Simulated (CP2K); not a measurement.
Te:

```
CELL_PARAMETERS angstrom
4.45400 0.00000 0.00000
-2.22700 3.85728 0.00000
0.00000 0.00000 5.92400
ATOMIC_POSITIONS crystal
Te 0.73100 0.73100 0.00000
Te 0.00000 0.26900 0.66667
Te 0.26900 0.00000 0.33333
```

Base run:

```yaml
Program: CP2K 2026.2
Functional: AM05
Potentials_or_basis: POTENTIAL_UZH Te GTH-PBE-q6; TZVP-MOLOPT-PBE-GTH basis
Density_cutoff: 9184 eV
k_mesh: 7 × 7 × 5
Occupations: fermi-dirac, width 0.05 eV
Spin: no spin polarisation
```

Its results: pressure 1.0 GPa; largest force 0.399 eV/Å.

The run is repeated on the same cell with these changes: functional from AM05 to MS2. What comes out?

Pressure 2.6 GPa; largest force 0.131 eV/Å.

Caveats: the potentials were made for another functional, which shifts forces and pressure; the basis of atomic orbitals isn't converged, which shifts pressures, moduli and gaps.
